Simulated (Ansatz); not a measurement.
## CoO in Ansatz: the effect of functional

The system is CoO.

```xyz
2
Lattice="1.5253 0.8806 2.4720 -1.5253 0.8806 2.4720 0.0000 -1.7612 2.4720" Properties=species:S:1:pos:R:3 pbc="T T T"
Co    0.0000    0.0000    0.0000
O     0.0000    0.0000    3.7081
```

The cell is a database's computed one.

The cell isn't the ideal one: volume scaled by 1.04.

Alike in all runs:

```yaml
Program: Ansatz 0.2.0
Task: single point
Potentials_or_basis: Ansatz PAW
k_mesh: 11 × 11 × 11
Occupations: fermi-dirac, width 0.05 eV
Spin: collinear spin, ferromagnetic start
Starting_moments: "[2.0, 0.0] μB"
```

```csv
functional,cutoff,gap on the mesh (eV),pressure (GPa),moment (μB)
LDA,420 eV (not typed: the program's choice for these potentials),none,-22.5,2.95
PBEsol,420 eV (not typed: the program's choice for these potentials),none,-14.9,2.99
r2SCAN,500 eV (not typed: the program's choice for these potentials),?,?,?
```

**Question.** What does the run with functional r2SCAN give?

**Answer.** gap on the mesh 0.60 eV; pressure -6.9 GPa; moment 3.00 μB.

Caveats: a cell with one magnetic atom can't hold antiferromagnetic order, which such compounds often take; the PAW data sets come from PBE, with cores solved anew for the run's functional, which leaves a small shift of forces and pressure; semilocal functionals often make such compounds metallic where correlation or magnetic order opens a gap, which also shifts bond lengths (some runs); the magnetic or orbital state may not be the lowest (some runs); odd divisions of the mesh miss points on the zone boundary, where band edges often lie, so the gap on the mesh can be too wide (some runs).

A k mesh can miss the band edges.

A gap of «none» marks a metal or a gap under the smearing width.

Runs at the PBE level aren't shown here.
